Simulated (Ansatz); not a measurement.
Runs of Ansatz 0.2.0 on TaN. Symmetry: Fm-3m, No. 225, cubic system. Conventional cell: a = 4.423 Å, b = 4.423 Å, c = 4.423 Å, α = 90.00°, β = 90.00°, γ = 90.00°. Ta (site symmetry m-3m) has 6 N at 2.21 Å as nearest neighbours. N (site symmetry m-3m) is surrounded by 6 Ta at 2.21 Å. The cell comes from a database or a generator and needn't be the stable form of this composition.

```tsv
task	level	potentials or basis	spin	U	k mesh	cutoff (eV)	smearing	start of the occupations	double counting	hubbard projectors	basis error allowed	other keys	mesh quality	gap on the mesh (eV)	pressure (GPa)	moment (μB)
single point	PBEsol	all-electron PAW datasets made for the crystal	off	-	8 × 8 × 8	480	fermi-dirac 0.05 eV	-	-	-	-	-	coarse	none	-10.4	-
atomic charges	PBE-LYP	all-electron LAPW, inner shells corrected to Dirac's equation	collinear, ferromagnetic start	-	10 × 10 × 10	260	cold 0.05 eV	-	-	-	0.002 eV/atom	basis.ecutwfc = 260	not flagged	none	10.8	0.00
band structure	PBE+D4	all-electron LAPW, scalar-relativistic	non-collinear, ferromagnetic start	-	8 × 8 × 8	355	fermi-dirac 0.025 eV	-	-	-	0.001 eV/atom	-	coarse	-	-6.0	0.00
single point	PBE	all-electron LAPW, scalar-relativistic	off	-	6 × 6 × 6	327	fermi-dirac 0.03 eV	-	-	-	0.002 eV/atom	-	coarse	none	(a)	-
```

Alike in all rows: cell as given.

Fill in the values left out.

(a) -0.6.

Caveats: some runs use coarse meshes; the k mesh is thin for a metal, which can move the energy by tens of meV per atom (some runs); the starting moments weren't kept (some runs); spin-orbit coupling is left out, which moves the levels of the heavy elements (some runs); pairwise dispersion overbinds metals, which lowers pressure and volume (some runs).

A k mesh can miss the band edges, and the runs leave out spin-orbit coupling on Ta.

A gap of «none» marks a metal or a gap under the smearing width.

The runs don't all hold the same shells in valence.
